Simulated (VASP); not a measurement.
## Silicon: cell size and functional

How much does the relaxed cell of Silicon depend on the functional? The starting structure is a measured crystal structure from the Crystallography Open Database. The first relaxation on each setting starts from this cell expanded by 3 % in volume.

Program: VASP 6.6.1. Level of theory: Kohn-Sham DFT with plane waves and PAW; PBEsol, LDA, PBE, PBEsol + D3(BJ), r2SCAN, r2SCAN + rVV10, optB86b-vdW and SCAN. Results are calculated unless marked as measured.

## 1. Set-up

It takes space group Fd-3m (No. 227, cubic). Conventional cell: a = 5.431 Å, b = 5.431 Å, c = 5.431 Å, α = 90.00°, β = 90.00°, γ = 90.00°. Si has 4 Si at 2.35 Å nearest.

## 2. Relaxation with PBEsol

PBEsol restores the gradient expansion of exchange and is tuned for the cells of solids. This run starts from the cell of an earlier relaxation, which isn't shown; the restart sets up the plane waves anew.

The input, INCAR:

```
SYSTEM = Si
PREC = Accurate
ENCUT = 450
EDIFF = 1E-06
NELM = 100
ISMEAR = 0
SIGMA = 0.03
LREAL = .FALSE.
ALGO = Normal
GGA = PS
NBANDS = 10
LORBIT = 11
LWAVE = .FALSE.
LCHARG = .FALSE.
KPAR = 8
IBRION = 2
NSW = 50
ISIF = 3
EDIFFG = -0.006
```

The input, POSCAR:

```
Si
1.0
    0.0000000000      2.7178973943      2.7178973943
    2.7178973943      0.0000000000      2.7178973943
    2.7178973943      2.7178973943      0.0000000000
Si
2
Direct
    0.7500000000      0.7500000000      0.7500000000
    0.5000000000      0.5000000000      0.5000000000
```

The input, KPOINTS:

```
Automatic mesh
0
Gamma
8 8 8
0 0 0
```

Potentials, in the order of the species: Si (PBE family, release 64).

Run with:

```sh
$ mpirun -np 8 vasp_std
```

What it wrote:

```text
[banner, memory and clock lines left out]
running    8 mpi-ranks, on    1 nodes
 distrk:  each k-point on    1 cores,    8 groups
 distr:  one band on    1 cores,    1 groups

 POSCAR found type information on POSCAR Si
 POSCAR found :  1 types and       2 ions
|                                                                             |
|           W    W    AA    RRRRR   N    N  II  N    N   GGGG   !!!           |
|           W    W   A  A   R    R  NN   N  II  NN   N  G    G  !!!           |
|           W    W  A    A  R    R  N N  N  II  N N  N  G       !!!           |
|           W WW W  AAAAAA  RRRRR   N  N N  II  N  N N  G  GGG   !            |
|           WW  WW  A    A  R   R   N   NN  II  N   NN  G    G                |
|           W    W  A    A  R    R  N    N  II  N    N   GGGG   !!!           |
|                                                                             |
|     For optimal performance we recommend to set                             |
|       NCORE = 2 up to number-of-cores-per-socket                            |
|     NCORE specifies how many cores store one orbital (NPAR=cpu/NCORE).      |
|     This setting can greatly improve the performance of VASP for DFT.       |
|     The default, NCORE=1 might be grossly inefficient on modern             |
|     multi-core architectures or massively parallel machines. Do your        |
|     Unfortunately you need to use the default for GW and RPA                |
|     calculations (for HF NCORE is supported but not extensively tested      |
|     yet).                                                                   |
|                                                                             |

|                                                                             |
|               ----> ADVICE to this user running VASP <----                  |
|                                                                             |
|     You enforced a specific xc type in the INCAR file but a different       |
|     [... a line on the potential file left out ...]
|     I HOPE YOU KNOW WHAT YOU ARE DOING!                                     |
|                                                                             |

 LDA part: xc-table for (Slater+PW92), standard interpolation
 POSCAR, INCAR and KPOINTS ok, starting setup
 FFT: planning ... GRIDC
 FFT: planning ... GRID_SOFT
 FFT: planning ... GRID
 WAVECAR not read
 entering main loop
       N       E                     dE             d eps       ncg     rms          rms(c)
DAV:   1     0.642923312993E+01    0.64292E+01   -0.31031E+03   580   0.579E+02
DAV:   2    -0.112509790397E+02   -0.17680E+02   -0.17110E+02   846   0.818E+01
DAV:   3    -0.117086928003E+02   -0.45771E+00   -0.45675E+00   724   0.123E+01
DAV:   4    -0.117119269825E+02   -0.32342E-02   -0.32337E-02   738   0.133E+00
DAV:   5    -0.117119562146E+02   -0.29232E-04   -0.29232E-04   732   0.110E-01    0.495E+00
DAV:   6    -0.115586869279E+02    0.15327E+00   -0.87478E-02   642   0.126E+00    0.296E+00
DAV:   7    -0.114887930759E+02    0.69894E-01   -0.15432E-01   654   0.177E+00    0.183E-01
DAV:   8    -0.114893347196E+02   -0.54164E-03   -0.52415E-03   642   0.440E-01    0.778E-02
DAV:   9    -0.114893918390E+02   -0.57119E-04   -0.91057E-05   768   0.672E-02    0.544E-02
DAV:  10    -0.114894027499E+02   -0.10911E-04   -0.11096E-05   640   0.197E-02    0.828E-03
DAV:  11    -0.114894024806E+02    0.26927E-06   -0.44577E-07   492   0.369E-03
   1 F= -.11489402E+02 E0= -.11489402E+02  d E =-.114894E+02
 curvature:   0.00 expect dE= 0.000E+00 dE for cont linesearch  0.000E+00
 trial: gam= 0.00000 g(F)=  0.296E-48 g(S)=  0.186E-06 ort = 0.000E+00 (trialstep = 0.100E+01)
 search vector abs. value=  0.186E-06
 reached required accuracy - stopping structural energy minimisation
```

It took 3 s on 8 MPI ranks of AMD EPYC 7R43, shared host; peak memory 0.92 GiB; 18 s of CPU time.

Lines that name or quote the potential files are left out of all logs, and their timing lines are given in words.

From OUTCAR (step 2):

```text
ion  position               nearest neighbor table
   1  0.750  0.750  0.750-   2 2.35   2 2.35   2 2.35   2 2.35
   2  0.500  0.500  0.500-   1 2.35   1 2.35   1 2.35   1 2.35

  LATTYP: Found a face centered cubic cell.
 ALAT       =     5.4357947886

 Subroutine GETGRP returns: Found 48 space group operations
 (whereof 24 operations were pure point group operations)

The static configuration has the point symmetry T_d .
 The point group associated with its full space group is O_h .

 Found     29 irreducible k-points:

   k-points           NKPTS =     29   k-points in BZ     NKDIM =     29   number of bands    NBANDS=     10

   dimension x,y,z NGX =    28 NGY =   28 NGZ =   28
   dimension x,y,z NGXF=    56 NGYF=   56 NGZF=   56

   ENCUT  =  450.0 eV  33.07 Ry    5.75 a.u.   6.65  6.65  6.65*2*pi/ulx,y,z

   NELECT =       8.0000    total number of electrons

 k-points in reciprocal lattice and weights: Automatic mesh
   0.00000000  0.00000000  0.00000000       0.002
   0.12500000  0.00000000  0.00000000       0.016
   0.25000000  0.00000000  0.00000000       0.016
   0.37500000  0.00000000  0.00000000       0.016
   0.50000000  0.00000000  0.00000000       0.008
   0.12500000  0.12500000  0.00000000       0.012
   0.25000000  0.12500000  0.00000000       0.047
   0.37500000  0.12500000  0.00000000       0.047
   0.50000000  0.12500000  0.00000000       0.047
[...]
-0.37500000  0.50000000  0.12500000       0.023
  -0.25000000  0.50000000  0.25000000       0.012

 average (electrostatic) potential at core
       1 -83.0658       2 -83.0658

 E-fermi :   5.8872

 k-point     1 :       0.0000    0.0000    0.0000
  band No.  band energies     occupation
      1      -6.2083      2.00000
      2       5.7631      2.00000
      3       5.7631      2.00000
      4       5.7631      2.00000
      5       8.2786      0.00000
      6       8.2786      0.00000
      7       8.2786      0.00000
      8       9.0552      0.00000
      9      13.4494      0.00000
    ...

 k-point     2 :       0.1250    0.0000    0.0000
  band No.  band energies     occupation
      1      -6.0038      2.00000
      2       4.1511      2.00000
      3       5.4713      2.00000
      4       5.4713      2.00000
      5       8.2004      0.00000
      6       8.7056      0.00000
      7       8.7056      0.00000
      8      10.4075      0.00000
      9      12.9456      0.00000
    ...

 k-point     3 :       0.2500    0.0000    0.0000
  band No.  band energies     occupation
      1      -5.4070      2.00000
      2       1.8158      2.00000
      3       4.9994      2.00000
      4       4.9994      2.00000
      5       7.7143      0.00000
      6       9.2184      0.00000
      7       9.2184      0.00000
      8      12.5882      0.00000
      9      12.8923      0.00000
    ...

  Total        0.0016011      0.0016011      0.0016011     -0.0000000     -0.0000000     -0.0000000
  in kB        0.0638844      0.0638844      0.0638844     -0.0000000     -0.0000000     -0.0000000
  external PRESSURE =       0.0638844 kB  Pullay stress =       0.0000000 kB

  energy-cutoff  :      450.00
  volume of cell :       40.15
      direct lattice vectors                 reciprocal lattice vectors
     0.000000000  2.717897394  2.717897394    -0.183965738  0.183965738  0.183965738
     2.717897394  0.000000000  2.717897394     0.183965738 -0.183965738  0.183965738
     2.717897394  2.717897394  0.000000000     0.183965738  0.183965738 -0.183965738

 POSITION                                       TOTAL-FORCE (eV/Angst)
 -----------------------------------------------------------------------------------
      4.07685      4.07685      4.07685         0.000000      0.000000      0.000000
      2.71790      2.71790      2.71790        -0.000000     -0.000000     -0.000000
 -----------------------------------------------------------------------------------
    total drift:                                0.000000      0.000000     -0.000000

  FREE ENERGIE OF THE ION-ELECTRON SYSTEM (eV)
  ---------------------------------------------------
  free  energy   TOTEN  =       -11.4894024806 eV

  energy  without entropy=      -11.4894024806  energy(sigma->0) =      -11.48940248

 reached required accuracy - stopping structural energy minimisation

 total charge
# of ion       s       p       d       tot
------------------------------------------
    1        0.752   0.937   0.000   1.689
    2        0.752   0.937   0.000   1.689
--------------------------------------------------
tot          1.504   1.875   0.000   3.378

[... 3 further parts left out ...]
```

CONTCAR:

```
Si
   1.00000000000000
     0.0000000000000000    2.7178973943000000    2.7178973943000000
     2.7178973943000000    0.0000000000000000    2.7178973943000000
     2.7178973943000000    2.7178973943000000    0.0000000000000000
  Si
     2
Direct
     0.7500000000000000    0.7500000000000000    0.7500000000000000
     0.5000000000000000    0.5000000000000000    0.5000000000000000
```

The PAW data sets were made with PBE, which is usual practice but a small mismatch for other functionals. The run keeps the 48 symmetry operations of its start, so it cannot find a distortion of lower symmetry.

With PBEsol the relaxed cell holds 20.077 Å³ an atom, +0.27 % against the measured cell, with a = 5.436 Å. Pressures at 0.985 and 1.015 times this volume, from two more relaxations that aren't shown, give a bulk modulus of 94.0 GPa.

## 3. Relaxation with LDA

LDA, the lowest rung, knows the local density alone. This run starts from the cell of an earlier relaxation, which isn't shown; the restart sets up the plane waves anew.

Edit INCAR of step 2 so:

```diff
@@ -9,3 +9,3 @@
 ALGO = Normal
-GGA = PS
+GGA = CA
 NBANDS = 10
```

The input, POSCAR:

```
Si
1.0
    0.0000000000      2.7015695447      2.7015695447
    2.7015695447      0.0000000000      2.7015695447
    2.7015695447      2.7015695447      0.0000000000
Si
2
Direct
    0.7500000000      0.7500000000      0.7500000000
    0.5000000000      0.5000000000      0.5000000000
```

KPOINTS is that of step 2.

The projector-augmented-wave data sets are Si (LDA family, release 64).

Run with:

```sh
$ mpirun -np 8 vasp_std
```

What it wrote:

```text
[banner, memory and clock lines left out]
running    8 mpi-ranks, on    1 nodes
[...]
[... a notice as in an earlier step ...]

 LDA part: xc-table for (Slater(with rela. corr.)+CA(PZ))
 , standard interpolation
 POSCAR, INCAR and KPOINTS ok, starting setup
[...]
entering main loop
       N       E                     dE             d eps       ncg     rms          rms(c)
DAV:   1     0.690381640915E+01    0.69038E+01   -0.30164E+03   580   0.571E+02
DAV:   2    -0.116965457855E+02   -0.18600E+02   -0.17746E+02   852   0.863E+01
DAV:   3    -0.121842158967E+02   -0.48767E+00   -0.48692E+00   722   0.131E+01
DAV:   4    -0.121877735564E+02   -0.35577E-02   -0.35573E-02   758   0.141E+00
[...]
DAV:   9    -0.119154989535E+02    0.24078E-04   -0.21037E-04   722   0.835E-02    0.606E-02
DAV:  10    -0.119155035091E+02   -0.45556E-05   -0.13878E-05   682   0.234E-02    0.279E-02
DAV:  11    -0.119155034014E+02    0.10769E-06   -0.72125E-07   386   0.506E-03
   1 F= -.11915503E+02 E0= -.11915503E+02  d E =-.119155E+02
[...]
reached required accuracy - stopping structural energy minimisation
```

The job ended after 2.8 s (8 MPI ranks; peak memory 0.82 GiB; 16 s of CPU time).

From OUTCAR (step 3):

```text
  Total       -0.0018970     -0.0018970     -0.0018970      0.0000000      0.0000000      0.0000000
  in kB       -0.0770716     -0.0770716     -0.0770716      0.0000000      0.0000000      0.0000000
  external PRESSURE =      -0.0770716 kB  Pullay stress =       0.0000000 kB

 POSITION                                       TOTAL-FORCE (eV/Angst)
 -----------------------------------------------------------------------------------
      4.05235      4.05235      4.05235        -0.000000     -0.000000     -0.000000
      2.70157      2.70157      2.70157         0.000000      0.000000      0.000000
 -----------------------------------------------------------------------------------
    total drift:                               -0.000000      0.000000     -0.000000

  FREE ENERGIE OF THE ION-ELECTRON SYSTEM (eV)
  ---------------------------------------------------
  free  energy   TOTEN  =       -11.9155034014 eV

  energy  without entropy=      -11.9155034014  energy(sigma->0) =      -11.91550340

[... 2 parts as in an earlier step ...]

[... 2 further parts left out ...]
[key lines of the parts left out:]
E-fermi :   6.1215
```

With LDA the relaxed cell holds 19.717 Å³ an atom, -1.53 % against the measured cell, with a = 5.403 Å. That is -1.79 % from PBEsol. Pressures at 0.985 and 1.015 times this volume, from two more relaxations that aren't shown, give a bulk modulus of 96.9 GPa.

## 4. Relaxation with PBE

PBE, the usual starting point, adds the gradient of the density.

Edit INCAR of step 3 so:

```diff
@@ -9,3 +9,3 @@
 ALGO = Normal
-GGA = CA
+GGA = PE
 NBANDS = 10
```

The input, POSCAR:

```
Si
1.0
    0.0000000000      2.7423676892      2.7423676892
    2.7423676892      0.0000000000      2.7423676892
    2.7423676892      2.7423676892      0.0000000000
Si
2
Direct
    0.7500000000      0.7500000000      0.7500000000
    0.5000000000      0.5000000000      0.5000000000
```

KPOINTS is that of step 3.

Potentials, in the order of the species: Si (PBE family, release 64).

Run with:

```sh
$ mpirun -np 8 vasp_std
```

What it wrote:

```text
[banner, memory and clock lines left out]
running    8 mpi-ranks, on    1 nodes
[...]
[... a notice as in an earlier step ...]

 LDA part: xc-table for (Slater+PW92), standard interpolation
 POSCAR, INCAR and KPOINTS ok, starting setup
[...]
entering main loop
       N       E                     dE             d eps       ncg     rms          rms(c)
DAV:   1     0.737777757469E+01    0.73778E+01   -0.30173E+03   580   0.574E+02
DAV:   2    -0.105715644814E+02   -0.17949E+02   -0.17107E+02   812   0.837E+01
DAV:   3    -0.110059799986E+02   -0.43442E+00   -0.43359E+00   754   0.124E+01
DAV:   4    -0.110091909241E+02   -0.32109E-02   -0.32106E-02   708   0.130E+00
[...]
DAV:   9    -0.108452325712E+02   -0.20848E-03   -0.20396E-04   726   0.917E-02    0.549E-02
DAV:  10    -0.108452555392E+02   -0.22968E-04   -0.21251E-05   670   0.282E-02    0.426E-03
DAV:  11    -0.108452563404E+02   -0.80124E-06   -0.16912E-06   726   0.739E-03
   1 F= -.10845256E+02 E0= -.10845256E+02  d E =-.108453E+02
[...]
DAV:   2    -0.108461800244E+02    0.72421E-03   -0.74701E-04   626   0.156E-01    0.123E-01
DAV:   3    -0.108458015577E+02    0.37847E-03   -0.74957E-04   624   0.117E-01    0.387E-02
DAV:   4    -0.108458031458E+02   -0.15881E-05   -0.12373E-05   654   0.244E-02    0.336E-02
DAV:   5    -0.108458056624E+02   -0.25167E-05   -0.20701E-06   616   0.858E-03    0.746E-03
DAV:   6    -0.108458055416E+02    0.12084E-06   -0.33175E-08   306   0.137E-03
   2 F= -.10845806E+02 E0= -.10845806E+02  d E =-.549201E-03
 trial-energy change:   -0.000549  1 .order   -0.000511   -0.002795    0.001774
 step:   0.6236(harm=  0.6117)  dis= 0.00000  next Energy=   -10.846137 (dE=-0.881E-03)
[...]
N       E                     dE             d eps       ncg     rms          rms(c)
DAV:   1    -0.108463041754E+02   -0.49851E-03   -0.59678E-03   622   0.361E-01    0.732E-02
DAV:   2    -0.108461994840E+02    0.10469E-03   -0.10621E-04   626   0.588E-02    0.465E-02
DAV:   3    -0.108461409939E+02    0.58490E-04   -0.10632E-04   618   0.439E-02    0.143E-02
DAV:   4    -0.108461407604E+02    0.23354E-06   -0.17805E-06   572   0.923E-03
   3 F= -.10846141E+02 E0= -.10846141E+02  d E =-.884420E-03
[...]
reached required accuracy - stopping structural energy minimisation
```

The job ended after 5.4 s (8 MPI ranks; peak memory 1 GiB; 37 s of CPU time).

OUTCAR, selected parts (step 4):

```text
  Total        0.0022434      0.0022434      0.0022434      0.0000000     -0.0000000     -0.0000000
  in kB        0.0879166      0.0879166      0.0879166      0.0000000     -0.0000000     -0.0000000
  external PRESSURE =       0.0879166 kB  Pullay stress =       0.0000000 kB

 POSITION                                       TOTAL-FORCE (eV/Angst)
 -----------------------------------------------------------------------------------
      4.10139      4.10139      4.10139         0.000000      0.000000      0.000000
      2.73426      2.73426      2.73426        -0.000000     -0.000000     -0.000000
 -----------------------------------------------------------------------------------
    total drift:                               -0.000000      0.000000     -0.000000

  FREE ENERGIE OF THE ION-ELECTRON SYSTEM (eV)
  ---------------------------------------------------
  free  energy   TOTEN  =       -10.8461407604 eV

  energy  without entropy=      -10.8461407604  energy(sigma->0) =      -10.84614076

[... 2 parts as in an earlier step ...]

[... 2 further parts left out ...]
[key lines of the parts left out:]
E-fermi :   5.7816
```

With PBE the relaxed cell holds 20.442 Å³ an atom, +2.09 % against the measured cell, with a = 5.469 Å. That is +1.82 % from PBEsol. Pressures at 0.985 and 1.015 times this volume, from two more relaxations that aren't shown, give a bulk modulus of 89.2 GPa.

(Continued in part 2 of 2.)

[Lines on the potential files, build, host, timing and source positions are cut from VASP's logs without a mark.]

[Logs are printed without paths, hosts, clocks, repeated set-up lines and the standing remarks that a program may print on its own settings, such as how far it seeks lower states.]

[Hosts, paths, dates, database ids (printed as entryN), source tags and the programs' standing remarks are cut or masked in the printed files.]
